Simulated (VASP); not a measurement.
Write the native input for VASP 6.6.1 that does the following.

- Task: single point
- Functional: PBE
- Potentials or basis: VASP PAW PBE potentials, release 64 (Sb)
- Cutoff: 520 eV
- k mesh: 7 × 5 × 5
- Occupations: fermi-dirac, width 0.1 eV
- Spin: no spin polarisation
- Dipole correction: no
- Further INCAR settings: ALGO = Normal; EDIFF = 1e-07; NBANDS = 12

The structure of Sb lies in POSCAR:

```
Sb
1.0
    3.1224020000      0.0000000000      0.0000000000
    0.0000000000      4.3475180000      0.0000000000
   -0.0389150000      0.0000000000      4.4058520000
Sb
2
Direct
    0.9886110000      0.7500000000      0.7588340000
    0.0113890000      0.2500000000      0.2411660000
```

This isn't the form of Sb at room conditions, which is rhombohedral.

These files were run (other wordings do the same):

INCAR

```
SYSTEM = Sb
PREC = Accurate
ENCUT = 520
EDIFF = 1E-7
ISMEAR = -1
SIGMA = 0.1
LREAL = .False.
LASPH = .True.
NELM = 100
ALGO = Normal
ISIF = 2
LWAVE = .False.
LCHARG = .False.
GGA = PE
NBANDS = 12
```

KPOINTS

```
regular mesh
0
Gamma
  7 5 5
  0 0 0
```

Potentials or basis: VASP PAW PBE potentials, release 64 (Sb).

Command:

```bash
$ cat potpaw_PBE.64/Sb/POTCAR > POTCAR
$ mpirun -np 1 vasp_std > vasp.out
```

Results of the run:

| Property | Result |
| --- | --- |
| Pressure | 0.4 GPa |
| Largest force | 0.113 eV/Å |
| Band gap on the k mesh | none (metal or under the smearing width) |

It took 14 s on 1 thread of Intel(R) Xeon(R) 6975P-C (Granite Rapids) (shared host), peak memory 0.18 GiB.
